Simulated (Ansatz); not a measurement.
Input for Ansatz (plane-wave DFT, PAW):

```yaml
crystal:
  lattice:
    - [-3.101927, -5.325179, -2.912361]
    - [-2.742154, 5.122846, -2.921927]
    - [5.893549, 0.210406, -2.967908]
  atoms:
    - { symbol: W, position: [0.3294015141, 0.2827586209, 0.3074781745] }
    - { symbol: C, position: [0.7178914964, 0.1073688174, 0.5196711289] }
    - { symbol: W, position: [0.1647880478, 0.6601727654, 0.1807953871] }
    - { symbol: W, position: [0.4911265898, 0.5002426919, 0.0044647306] }
    - { symbol: W, position: [0.1620666602, 0.1686241625, 0.6690091138] }
    - { symbol: W, position: [0.3186962505, 0.8643303354, 0.8618750631] }
    - { symbol: W, position: [0.9504199206, 0.4838097666, 0.4947359666] }
    - { symbol: W, position: [0.6600895914, 0.15388496, 0.1669447316] }
    - { symbol: W, position: [0.8277788927, 0.8236273594, 0.3344639927] }
    - { symbol: W, position: [0.828094578, 0.3368809441, 0.856617429] }
    - { symbol: W, position: [0.9898791605, 0.996421386, 0.001459599] }
    - { symbol: W, position: [0.7006749496, 0.6652417481, 0.6766084073] }
    - { symbol: C, position: [0.3149925056, 0.9782699268, 0.16699816] }
    - { symbol: C, position: [0.4917580372, 0.6344628291, 0.3287062967] }
    - { symbol: C, position: [0.1615065336, 0.3306891796, 0.9961740403] }
    - { symbol: C, position: [0.4918005674, 0.1887533111, 0.8556892834] }
    - { symbol: C, position: [0.1396156096, 0.812050614, 0.5003613676] }
    - { symbol: W, position: [0.3295813007, 0.5844010034, 0.5808453635] }
    - { symbol: C, position: [0.0029489074, 0.153771182, 0.3278397264] }
    - { symbol: C, position: [0.658215597, 0.8296018749, 0.9985486134] }
    - { symbol: C, position: [0.8204927765, 0.4940686182, 0.1667541364] }
    - { symbol: C, position: [0.8315079804, 0.9997634516, 0.6613790056] }
    - { symbol: C, position: [0.0037909939, 0.6693973901, 0.8532894919] }
    - { symbol: C, position: [0.6419132153, 0.288958733, 0.4993032058] }
basis:
  ecutwfc: 420
kpoints:
  mp_grid: { grid: [5, 5, 5] }
hamiltonian:
  xc: pbe
scf:
  occupations: { method: gaussian, width: 0.1 }
  n_extra_bands: 12
output:
  forces: true
  stress: true
  eigenvalues: true
  populations: true
  dos:
    method: { smearing: { sigma: 0.1, scheme: gaussian } }
    projected: true
    de: 0.02
```

Run as
```bash
ansatz run input.yaml --threads 4 --pin off --max-ram 9216MiB --backend cpu --events-out ev --progress --plain --runs-dir out
```

Theory: Ansatz 0.2.0, DFT PBE, scalar-relativistic, plane waves, PAW.

Abridged output:

```
scf.n_extra_bands = 12 over 108 filled bands (N_el = 216.0): the run solves 120 bands
Pseudopotentials: kind: paw
Pseudopotential: W, paw, valence charge 14, recommended cutoff 420 eV (normal)
Pseudopotential: C, paw, valence charge 4, recommended cutoff 420 eV (normal)
Functional definition: PBE
Crystal: 24 atoms, lattice volume = 269.906 Å³
Basis set: ecut = 420 eV, 5269 PW (Γ), exchange–correlation on 96×90×90 points (8 copies of the dense FFT grid, shifted against one another)
Bands: 120, of which v1, the nominal top of the filled ones, is band 108 counted from 1 (107 counted from 0)
Symmetry: 1 space group operations
Space group: P1 (ITA 1), of the structure as read, at distance tolerance 6.5e-5 Å
k-points: 63 of 125 (time reversal used)
Initial density: superposition of atomic densities (neutral atoms: chi_scale 0, normalization atom), corrected by the library's trained network
Initial wavefunctions: pseudopotential atomic-orbital guess
Functional: x = pbe(κ = 0.804, μ = 0.21951497), c = pbe(β = 0.06672455)
SCF iter   1: F=—  HF=-127618.642446 eV  |F-HF|=—  |Δ(HF+E_count)|=         —  Δρ=1.10e-2  dr2=4.64e-1  ethr=1.77e-3  ⟨swp⟩=5.2  Hψ=29153  notcnv=0
SCF iter   2: F=—  HF=-127618.607013 eV  |F-HF|=—  |Δ(HF+E_count)|=   3.54e-2  Δρ=5.88e-3  dr2=9.49e-2  ethr=2.15e-4  ⟨swp⟩=2.0  Hψ=9696  notcnv=0
SCF iter   3: F=—  HF=-127618.601614 eV  |F-HF|=—  |Δ(HF+E_count)|=   5.40e-3  Δρ=1.77e-3  dr2=1.31e-2  ethr=4.39e-5  ⟨swp⟩=2.0  Hψ=10259  notcnv=0
SCF iter   4: F=—  HF=-127618.600170 eV  |F-HF|=—  |Δ(HF+E_count)|=   1.44e-3  Δρ=4.14e-4  dr2=9.25e-4  ethr=6.08e-6  ⟨swp⟩=2.0  Hψ=10971  notcnv=0
SCF iter   5: F=—  HF=-127618.600057 eV  |F-HF|=—  |Δ(HF+E_count)|=   1.13e-4  Δρ=1.89e-4  dr2=1.48e-4  ethr=4.28e-7  ⟨swp⟩=2.0  Hψ=10286  notcnv=0
SCF iter   6: F=—  HF=-127618.600046 eV  |F-HF|=—  |Δ(HF+E_count)|=   1.08e-5  Δρ=6.74e-5  dr2=2.53e-5  ethr=6.86e-8  ⟨swp⟩=2.0  Hψ=10885  notcnv=0
SCF iter   7: F=—  HF=-127618.599822 eV  |F-HF|=—  |Δ(HF+E_count)|=   2.24e-4  Δρ=2.94e-5  dr2=5.10e-6  ethr=1.17e-8  ⟨swp⟩=2.0  Hψ=10844  notcnv=0  defer=34
SCF iter   8: F=—  HF=-127618.599822 eV  |F-HF|=—  |Δ(HF+E_count)|=   2.05e-7  Δρ=1.13e-5  dr2=8.36e-7  ethr=2.36e-9  ⟨swp⟩=2.0  Hψ=10466  notcnv=0  defer=36
SCF iter   9: F=—  HF=-127618.599822 eV  |F-HF|=—  |Δ(HF+E_count)|=   7.43e-8  Δρ=6.01e-6  dr2=2.41e-7  ethr=3.87e-10  ⟨swp⟩=2.0  Hψ=11108  notcnv=0  defer=37
SCF iter  10: F=-127618.599822 eV  HF=-127618.599822 eV  |F-HF|=5.46e-9  |Δ(HF+E_count)|=   1.20e-8  Δρ=2.05e-6  dr2=2.65e-8  ethr=4.63e-11  ⟨swp⟩=11.3  Hψ=28347  notcnv=0
SCF 1 converged in 10 iterations: F = -127618.599822 eV  dr2 = 2.65e-8
SCF converged after 10 iterations
Free energy (F): -127618.599822 eV
Harris-Foulkes:  -127618.599822 eV  (|F-HF|=5.46e-9)
Internal energy: -127618.565909 eV  (E = F + TS)
E sigma→0 (E₀):  -127618.582866 eV
Entropy (-TS):   -0.033914 eV (-1.413 meV/atom)
Fermi energy:    19.100387 eV
--- Per-component energies (eV) ---
  E_band       = -1080.750713
  E_kinetic    = 6475.042181
  E_local      = -9651.887889  (includes V_loc(G=0)·N_el)
  E_nonlocal   = 319.767163
  E_hartree    = 3467.773858
  E_xc         = -3783.359482
  E_vxc        = -3585.188174  (∫ρ·V_xc dr)
  E_paw        = -103935.491739  (= ΣΔE_a)
  E_vpaw       = -1574.035268  (= ΣTr[D̂ρ^β])
  E_aug_tail   = -0.000592  (compensation charges beyond the density's cutoff)
  E_ewald      = -20510.409409
  E_smearing   = -0.033914  (= −TS)
--- Forces (eV/Å), atoms counted from 1 ---
  atom   1  W     -0.12920007     0.00062121     0.07427043
  atom   2  C      0.09179453    -0.03390628     0.00066291
  atom   3  W     -0.13818009    -0.08253661     0.17308478
  atom   4  W     -0.12808412     0.07798354     0.03041303
  atom   5  W     -0.09169560    -0.00775814    -0.07947945
  atom   6  W      0.06105924     0.00621394     0.05526028
  atom   7  W      0.15660572     0.01965537    -0.02970393
  atom   8  W     -0.16047325    -0.07059238     0.07248183
  atom   9  W     -0.03769541     0.00893968    -0.03158358
  atom  10  W     -0.02694056     0.11449582    -0.04642771
  atom  11  W      0.09728944     0.12600596    -0.04197468
  atom  12  W     -0.17728003    -0.12602475     0.04667199
  atom  13  C     -0.03850020     0.00564228    -0.08398669
  atom  14  C      0.04650169    -0.04391974    -0.04018532
  atom  15  C      0.00808343    -0.08311493     0.06295998
  atom  16  C      0.02623732     0.00066740    -0.01889711
  atom  17  C      0.09063194     0.03346322    -0.04047716
  atom  18  W      0.06833473     0.07899741     0.00025525
  atom  19  C      0.09963646     0.06543076    -0.00097368
  atom  20  C      0.07559934    -0.01505664    -0.05193640
  atom  21  C      0.04681199    -0.00617679     0.00555185
  atom  22  C      0.02938344     0.01044766    -0.02067480
  atom  23  C      0.04885219    -0.05512720    -0.01735766
  atom  24  C     -0.01874722    -0.02433282    -0.01796857
--- Stress (GPa, compression-positive) ---
        0.081751      -0.230350       0.042883
       -0.230350       0.117289      -0.250588
        0.042883      -0.250588      -0.031173
  P = ⅓ Tr σ = 0.0560 GPa (0.560 kbar)
--- Band table (eV; the first three rows and the last of 63) ---
  k-point 0: bands = ["-55.4862", "-55.4446", "-55.3935", "-55.2733", "-55.1771", "-55.1704", "-55.0389", "-55.0234", "-54.9862", "-54.9620", "-54.9305", "-54.1774", "-20.1611", "-20.0711", "-19.9861", "-19.9505", "-19.9426", "-19.8756", "-19.8491", "-19.8079", "-19.7531", "-19.7340", "-19.6963", "-19.6643", "-19.6091", "-19.5809", "-19.5397", "-19.5272", "-19.5033", "-19.4824", "-19.4369", "-19.4194", "-19.3974", "-19.3622", "-19.3249", "-19.3019", "-19.2753", "-19.2174", "-19.2052", "-19.1826", "-19.1551", "-19.1304", "-19.1080", "-19.0884", "-18.9951", "-18.4416", "-18.1319", "-17.9932", "2.0042", "5.3226", "5.5174", "7.5186", "7.5403", "7.6509", "7.7654", "7.8530", "8.0658", "8.1167", "8 ...
  k-point 1: bands = ["-55.4861", "-55.4446", "-55.3935", "-55.2733", "-55.1771", "-55.1705", "-55.0388", "-55.0237", "-54.9864", "-54.9618", "-54.9304", "-54.1774", "-20.1788", "-20.0641", "-20.0165", "-19.9565", "-19.9212", "-19.8629", "-19.8215", "-19.8156", "-19.7722", "-19.7459", "-19.6875", "-19.6373", "-19.6231", "-19.5783", "-19.5399", "-19.5116", "-19.4982", "-19.4779", "-19.4343", "-19.3993", "-19.3849", "-19.3617", "-19.3255", "-19.3113", "-19.2821", "-19.2274", "-19.2104", "-19.1880", "-19.1602", "-19.1498", "-19.1154", "-19.0787", "-18.9991", "-18.4391", "-18.1326", "-17.9932", "2.0277", "5.2857", "5.6263", "7.2651", "7.5529", "7.6434", "7.8002", "7.8566", "8.0311", "8.1847", "8 ...
  k-point 2: bands = ["-55.4861", "-55.4446", "-55.3935", "-55.2733", "-55.1770", "-55.1705", "-55.0385", "-55.0243", "-54.9866", "-54.9614", "-54.9304", "-54.1774", "-20.2057", "-20.0480", "-20.0383", "-19.9656", "-19.9036", "-19.8532", "-19.8394", "-19.8255", "-19.7603", "-19.7302", "-19.6863", "-19.6386", "-19.5948", "-19.5773", "-19.5293", "-19.5214", "-19.4688", "-19.4571", "-19.4365", "-19.3978", "-19.3641", "-19.3489", "-19.3329", "-19.3249", "-19.2696", "-19.2434", "-19.2278", "-19.2053", "-19.1828", "-19.1604", "-19.1255", "-19.0738", "-19.0043", "-18.4352", "-18.1340", "-17.9930", "2.0664", "5.2560", "5.8177", "6.8863", "7.5623", "7.5981", "7.7866", "7.9388", "8.0098", "8.2600", "8 ...
  k-point 62: bands = ["-55.4861", "-55.4445", "-55.3936", "-55.2734", "-55.1771", "-55.1704", "-55.0385", "-55.0151", "-54.9894", "-54.9691", "-54.9296", "-54.1767", "-20.2348", "-20.0546", "-20.0363", "-19.9437", "-19.9054", "-19.8685", "-19.8288", "-19.8098", "-19.7990", "-19.7372", "-19.6868", "-19.6463", "-19.6184", "-19.5657", "-19.5439", "-19.5215", "-19.4778", "-19.4530", "-19.4291", "-19.4126", "-19.3973", "-19.3569", "-19.3208", "-19.2950", "-19.2835", "-19.2532", "-19.1875", "-19.1791", "-19.1503", "-19.1424", "-19.1089", "-19.0355", "-18.9819", "-18.4357", "-18.1378", "-18.0662", "2.0702", "5.2080", "6.0092", "7.0450", "7.3176", "7.5850", "7.7902", "7.8893", "7.9509", "8.1114", " ...
--- Löwdin populations: 24 sites ---
  site symbol q [e]
     0      W     13.2339
     1      C      4.0958
     2      W     13.1876
     3      W     13.2661
     4      W     13.2838
     5      W     13.2655
     6      W     13.3569
     7      W     13.1869
     8      W     13.1508
     9      W     13.1693
    10      W     13.2252
    11      W     13.3432
    12      C      4.6566
    13      C      4.7298
    14      C      4.7262
    15      C      4.7049
    16      C      4.6993
    17      W     13.7544
    18      C      4.7204
    19      C      4.7452
    20      C      4.7035
    21      C      4.5409
    22      C      4.6945
    23      C      4.4984
  spilling = 0.004911 (of n_electrons = 216.000000)
```

The run converged.

It took 120 s on 4 threads of Arm Neoverse V1, with other jobs on the host, peak memory 1.8 GiB.

Spin-orbit coupling is left out, which matters for the bands of heavy elements.